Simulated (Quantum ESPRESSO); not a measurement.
Write an ASE script for Quantum ESPRESSO 7.5 that does the following.

- Task: single point
- Functional: LDA
- Potentials or basis: GBRV 1.5 LDA
- Cutoff: 612 eV
- Density cutoff: 4898 eV
- k mesh: 8 × 8 × 3
- Occupations: methfessel-paxton, width 0.2 eV
- Spin: no spin polarisation
- Form of the LDA correlation: PZ81
- Mixing beta: 0.5
- Most SCF iterations: 120
- SCF threshold: 8e-10 Ry

The structure of Ag lies in Ag.cif:

```cif
data_Ag
_cell_length_a 2.92999808
_cell_length_b 2.92999808
_cell_length_c 9.58000000
_cell_angle_alpha 90.00000000
_cell_angle_beta 90.00000000
_cell_angle_gamma 120.00000000
_space_group_name_H-M_alt 'P1'
_space_group_name_Hall 'P 1'
_space_group_IT_number 1
loop_
_space_group_symop_operation_xyz
'x,y,z'
loop_
_atom_site_label
_atom_site_type_symbol
_atom_site_symmetry_multiplicity
_atom_site_Wyckoff_symbol
_atom_site_fract_x
_atom_site_fract_y
_atom_site_fract_z
_atom_site_occupancy
Ag1 Ag 1 a 0.3561201800 0.7018210600 0.1222477700 1
Ag2 Ag 1 a 0.3105464900 0.6315122700 0.6277522300 1
Ag3 Ag 1 a 0.6588628600 0.3120162800 0.3795698000 1
Ag4 Ag 1 a 0.6744704800 0.3546503800 0.8704302000 1
```

This isn't the form of Ag at room conditions, which is fcc.

These files were run (other wordings do the same):

run.py

```python
import numpy as np
from ase.calculators.espresso import Espresso, EspressoProfile
from ase.io import read

atoms = read('Ag.cif')

input_data = {
    'control': {'calculation': 'scf', 'prefix': 'pwscf', 'outdir': './tmp', 'tprnfor': True, 'tstress': True, 'disk_io': 'nowf'},
    'system': {'ecutwfc': 45.0, 'ecutrho': 360.0, 'nbnd': 50, 'occupations': 'smearing', 'smearing': 'mp', 'degauss': 0.01469973},
    'electrons': {'conv_thr': 8e-10, 'electron_maxstep': 120, 'mixing_beta': 0.5},
}
pseudopotentials = {'Ag': 'ag_lda_v1.4.uspp.F.UPF'}
profile = EspressoProfile(command='pw.x', pseudo_dir='pseudo')
dft = Espresso(profile=profile, input_data=input_data, pseudopotentials=pseudopotentials, kpts=(8, 8, 3), koffset=(0, 0, 0))
atoms.calc = dft

print(f'energy {atoms.get_potential_energy():.8f} eV')
print('forces (eV/A)')
print(np.round(atoms.get_forces(), 6))
print('stress (eV/A^3, Voigt)')
print(np.round(atoms.get_stress(), 8))
print(f'Fermi level {dft.get_fermi_level():.4f} eV')
```

Potentials or basis: GBRV 1.5 LDA.

The run is started by

```sh
$ OMP_NUM_THREADS=1 python run.py
```

Results of the run:

The pressure is -11.2 GPa, the largest force is 0.223 eV/Å and the band gap on the k mesh is none (metal or under the smearing width).

Run time: 120 s on 1 thread of AMD EPYC 9R14 (Zen 4), on a shared host, peak memory 0.41 GiB.
